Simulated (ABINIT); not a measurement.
# CuO (Tenorite) (C2/c) in ABINIT: notebook, part 3 of 3

ABINIT 10.8.3 (patched build).

## Step 6: Single point, LDA

run.abi reads:

```
# Pseudopotentials
pp_dirpath "./"
pseudos "Cu.upf, O.upf"

# Structure
acell 2.9004842893 2.9004842893 5.1288 Angstrom
rprim
     0.8073996500    -0.5900049196     0.0000000000
     0.8073996500     0.5900049196     0.0000000000
    -0.1657361228     0.0000000000     0.9861701362
ntypat 2
znucl 29 8
natom 4
typat 1 1 2 2
xred
     0.5000000000     0.0000000000     0.5000000000
     0.0000000000     0.5000000000     0.0000000000
     0.4184000000     0.5816000000     0.7500000000
     0.5816000000     0.4184000000     0.2500000000
chkprim 0
chksymtnons 0
tolsym 1.0e-6

# Plane-wave basis
ecut 38.0

# k points
kptopt 1
ngkpt 8 8 4
nshiftk 1
shiftk 0.0 0.0 0.0

# Exchange and correlation
ixc 7

# Bands and occupations
nband 30
occopt 3
tsmear 0.05 eV

# SCF cycle
nstep 100
tolvrs 1.0e-10

# Output
iomode 3
prtwf 0
prteig 0
prtebands 0
enunit 1
prtden 1
prtvha 1
prtvclmb 1
prtpot 1
prtelf 1
```

Potentials or basis: PseudoDojo NC SR LDA v0.4.1 standard.

On the command line:

```
$ mpirun --bind-to none -np 4 abinit run.abi > log 2>&1
```

run.abo:

```text
.Version 10.8.3 of ABINIT
 Symmetries : space group C2/c (# 15); Bravais mC (1-face-center monocl.)
================================================================================
 Values of the parameters that define the memory need of the present run
     intxc =       0    ionmov =       0      iscf =       7    lmnmax =       6
     lnmax =       6     mgfft =      54  mpssoang =       3    mqgrid =    3001
     natom =       4  nloc_mem =       1    nspden =       1   nspinor =       1
    nsppol =       1      nsym =       4    n1xccc =    2501    ntypat =       2
    occopt =       3   xclevel =       1
       mpw =        3079          nfft =       55296          nkpt =          78
================================================================================
================================================================================

--------------------------------------------------------------------------------
------------- Echo of variables that govern the present computation ------------
--------------------------------------------------------------------------------
 -outvars: echo values of preprocessed input variables --------
            acell      5.4811209393E+00  5.4811209393E+00  9.6920273546E+00 Bohr
              amu      6.35460000E+01  1.59994000E+01
          chkprim           0
      chksymtnons           0
             ecut      3.80000000E+01 Hartree
           enunit           1
                       outvar_i_n : Printing only first  50 k-points.
              ixc           7
                       outvar_i_n : Printing only first  50 k-points.
         kptrlatt        8    0    0      0    8    0      0    0    4
          kptrlen      3.87681094E+01
            natom           4
            nband          30
            ngfft          32      32      54
             nkpt          78
            nstep         100
             nsym           4
           ntypat           2
                       prtocc : prtvol=0, do not print more k-points.
           occopt           3
        prtebands           0
           prteig           0
           prtelf           1
           prtpot           1
         prtvclmb           1
           prtvha           1
            prtwf           0
            rprim      8.0739965000E-01 -5.9000491960E-01  0.0000000000E+00
                       8.0739965000E-01  5.9000491960E-01  0.0000000000E+00
                      -1.6573612280E-01  0.0000000000E+00  9.8617013620E-01
          spgroup          15
           tolsym      1.00000000E-06
           tolvrs      1.00000000E-10
           tsmear      1.83746611E-03 Hartree
            typat      1  1  2  2
                       outvars : Printing only first  50 k-points.
           xangst      7.4591128670E-01 -8.5564999995E-01  2.5289346973E+00
                       1.1709250000E+00  8.5564999995E-01  0.0000000000E+00
                       1.7043294300E+00  2.7928415999E-01  3.7934020459E+00
                       2.1293431434E+00 -2.7928415999E-01  1.2644673486E+00
            xcart      1.4095680461E+00 -1.6169441595E+00  4.7789939681E+00
                       2.2127275640E+00  1.6169441595E+00  0.0000000000E+00
                       3.2207158511E+00  5.2777057368E-01  7.1684909522E+00
                       4.0238753690E+00 -5.2777057368E-01  2.3894969841E+00
             xred      5.0000000000E-01 -9.8115307744E-18  5.0000000000E-01
                      -3.1404831634E-17  5.0000000000E-01  0.0000000000E+00
                       4.1840000000E-01  5.8160000000E-01  7.5000000000E-01
                       5.8160000000E-01  4.1840000000E-01  2.5000000000E-01
            znucl       29.00000    8.00000

================================================================================

[... 110 lines left out ...]
- [ -5.47243041E-21,  -9.63632823E-03,   2.00101284E-20, ]
- [  5.47243041E-21,   9.63632823E-03,  -2.00101284E-20, ]
force_length_stats: {min:   0.00000000E+00, max:   9.63632823E-03, mean:   4.81816412E-03, }
...

 Integrated electronic density in atomic spheres:
 ------------------------------------------------
 Atom  Sphere_radius  Integrated_density
    1        2.00000         17.30304272
    2        2.00000         17.30304272
    3        2.00000          6.17069069
    4        2.00000          6.17069069
================================================================================

 ----iterations are completed or convergence reached----

 Mean square residual over all n,k,spin=   53.271E-08; max=  11.890E-04
 reduced coordinates (array xred) for    4 atoms
       0.500000000000     -0.000000000000      0.500000000000
      -0.000000000000      0.500000000000      0.000000000000
       0.418400000000      0.581600000000      0.750000000000
       0.581600000000      0.418400000000      0.250000000000
 rms dE/dt=  1.7992E-02; max dE/dt=  3.1163E-02; dE/dt below (all hartree)
    1       0.000000000000      0.000000000000      0.000000000000
    2       0.000000000000      0.000000000000      0.000000000000
    3      -0.031162809312      0.031162809312      0.000000000000
    4       0.031162809312     -0.031162809312      0.000000000000

 cartesian coordinates (angstrom) at end:
    1      0.74591128669734    -0.85564999995475     2.52893469727128
    2      1.17092500000566     0.85564999995475     0.00000000000000
    3      1.70432943004884     0.27928415998523     3.79340204590692
    4      2.12934314335716    -0.27928415998523     1.26446734863564

 cartesian forces (hartree/bohr) at end:
    1     -0.00000000000000    -0.00000000000000    -0.00000000000000
    2     -0.00000000000000    -0.00000000000000    -0.00000000000000
    3     -0.00000000000000    -0.00963632823304     0.00000000000000
    4      0.00000000000000     0.00963632823304    -0.00000000000000
 frms,max,avg= 3.9340145E-03 9.6363282E-03   0.000E+00  0.000E+00  0.000E+00 h/b

 cartesian forces (eV/Angstrom) at end:
    1     -0.00000000000000    -0.00000000000000    -0.00000000000000
    2     -0.00000000000000    -0.00000000000000    -0.00000000000000
    3     -0.00000000000000    -0.49551992095926     0.00000000000000
    4      0.00000000000000     0.49551992095926    -0.00000000000000
 frms,max,avg= 2.0229516E-01 4.9551992E-01   0.000E+00  0.000E+00  0.000E+00 e/A
 length scales=  5.481120939275  5.481120939275  9.692027354556 bohr
              =  2.900484289300  2.900484289300  5.128800000000 angstroms
 Fermi (or HOMO) energy (eV) =   6.58503   Average Vxc (eV)= -12.90070
 Eigenvalues (   eV  ) for nkpt=  78  k points:
 kpt#   1, nband= 30, wtk=  0.00391, kpt=  0.0000  0.0000  0.0000 (reduced coord)
-105.18108 -105.18040  -63.17610  -63.17540  -63.13519  -63.12551  -62.72299  -62.72145
 -13.10191  -11.69578   -1.71140    0.92560    1.34646    3.27631    3.42422    3.44105
   3.53910    3.65249    3.85151    4.02096    4.24720    4.43058    4.49227    4.99338
   6.79661    7.51193    8.26712   12.48694   14.57147   19.71060
 prteigrs : prtvol=0 or 1, do not print more k-points.

--- !EnergyTerms
iteration_state     : {dtset: 1, }
comment             : Components of total free energy in Hartree
kinetic             :  1.95772460523717E+02
hartree             :  1.34912360574749E+02
xc                  : -5.41825921709444E+01
Ewald energy        : -2.48584466339233E+02
psp_core            :  1.02471018595727E+01
local_psp           : -3.77507736417081E+02
non_local_psp       : -7.25111931534341E+01
internal            : -4.11854065122654E+02
'-kT*entropy'       : -6.58259658700940E-04
total_energy        : -4.11854723382313E+02
total_energy_eV     : -1.12071379551878E+04
band_energy         : -4.14626579843827E+01
...

 Cartesian components of stress tensor (hartree/bohr^3)
  sigma(1 1)=  7.12712361E-04  sigma(3 2)=  0.00000000E+00
  sigma(2 2)=  5.39466139E-04  sigma(3 1)= -1.24840799E-05
  sigma(3 3)=  7.71453546E-04  sigma(2 1)=  0.00000000E+00

-Cartesian components of stress tensor (GPa)         [Pressure= -1.9846E+01 GPa]
- sigma(1 1)=  2.09687216E+01  sigma(3 2)=  0.00000000E+00
- sigma(2 2)=  1.58716418E+01  sigma(3 1)= -3.67294312E-01
- sigma(3 3)=  2.26969469E+01  sigma(2 1)=  0.00000000E+00

== END DATASET(S) ==============================================================
================================================================================

 -outvars: echo values of variables after computation  --------
            acell      5.4811209393E+00  5.4811209393E+00  9.6920273546E+00 Bohr
           etotal     -4.1185472338E+02
            fcart     -0.0000000000E+00 -0.0000000000E+00 -0.0000000000E+00
                      -0.0000000000E+00 -0.0000000000E+00 -0.0000000000E+00
                      -5.4724304108E-21 -9.6363282330E-03  2.0010128435E-20
                       5.4724304108E-21  9.6363282330E-03 -2.0010128435E-20
            rprim      8.0739965000E-01 -5.9000491960E-01  0.0000000000E+00
                       8.0739965000E-01  5.9000491960E-01  0.0000000000E+00
                      -1.6573612280E-01  0.0000000000E+00  9.8617013620E-01
           strten      7.1271236126E-04  5.3946613877E-04  7.7145354630E-04
                       0.0000000000E+00 -1.2484079916E-05  0.0000000000E+00
           xangst      7.4591128670E-01 -8.5564999995E-01  2.5289346973E+00
                       1.1709250000E+00  8.5564999995E-01  0.0000000000E+00
                       1.7043294300E+00  2.7928415999E-01  3.7934020459E+00
                       2.1293431434E+00 -2.7928415999E-01  1.2644673486E+00
             xred      5.0000000000E-01 -9.8115307744E-18  5.0000000000E-01
                      -3.1404831634E-17  5.0000000000E-01  0.0000000000E+00
                       4.1840000000E-01  5.8160000000E-01  7.5000000000E-01
                       5.8160000000E-01  4.1840000000E-01  2.5000000000E-01
 Calculation completed.
```

Wall time 47 s (4 MPI ranks of Intel Xeon 6975P-C (Granite Rapids), shared host); peak memory 0.36 GiB.

What came out:

```
Free energy                                           : -11207.1380 eV
Largest force                                         : 0.496 eV/Å
Band gap on the k mesh                                : none (metal or under the smearing width)
Valence electrons inside the program's atomic spheres : Cu 17.30; O 6.17
```

Forces on the atoms (eV/Å):
```
Cu   0.000  0.000  0.000
Cu   0.000  0.000  0.000
O    0.000 -0.496  0.000
O    0.000  0.496  0.000
```

Levels at points of the mesh, in eV from the Fermi level:
```csv
k point,band 21,band 22,band 23,band 24,band 25,band 26,band 27,band 28,band 29,band 30
"(0.00, 0.00, 0.00)",-2.34,-2.15,-2.09,-1.59,0.21,0.93,1.68,5.90,7.99,13.13
"(0.50, 0.00, 0.00)",-1.98,-1.53,-1.47,-1.34,-0.03,0.23,4.67,6.16,6.80,10.93
"(0.50, 0.50, 0.00)",-2.08,-2.06,-1.67,-1.14,-0.61,1.05,3.19,6.87,8.33,9.80
"(0.00, 0.00, 0.50)",-2.17,-2.17,-1.47,-1.47,0.21,0.21,3.86,3.86,11.50,11.50
"(0.50, 0.00, 0.50)",-2.13,-2.07,-1.67,-1.53,-0.08,0.74,4.96,6.36,7.88,8.39
"(0.50, 0.50, 0.50)",-1.60,-1.60,-1.23,-1.23,-0.44,-0.44,5.06,5.06,8.80,8.80
```

Caveat: the cutoff is too short for stress, so the log's stress isn't used; the run has no spin polarisation, though such a crystal can be magnetic; semilocal functionals often make such compounds metallic where correlation or magnetic order opens a gap, which also shifts bond lengths.

## Step 7: Overview

```csv
level,potentials or basis,cutoff (eV),gap on the mesh (eV),pressure (GPa),largest force (eV/Å)
LDA,PseudoDojo NC SR LDA v0.4.1 standard,1143,none,-,0.49
PBE,PseudoDojo NC SR PBE v0.4.1 standard,1143,none,-,0.29
PBEsol,PseudoDojo NC SR PBEsol v0.4.1 standard,1143,none,-4.0,0.39
PBE,Ansatz NC PBE,1252,none,5.7,0.27
LDA,PseudoDojo NC SR LDA v0.4.1 standard,1034,none,-,0.50
```

Alike in all rows: task single point; no spin polarisation; cell as given; k mesh 8 × 8 × 4; smearing fermi-dirac 0.05 eV.

Caveats: the run has no spin polarisation, though such a crystal can be magnetic; semilocal functionals often make such compounds metallic where correlation or magnetic order opens a gap, which also shifts bond lengths.

Absolute energies hang on the potentials; compare differences alone.
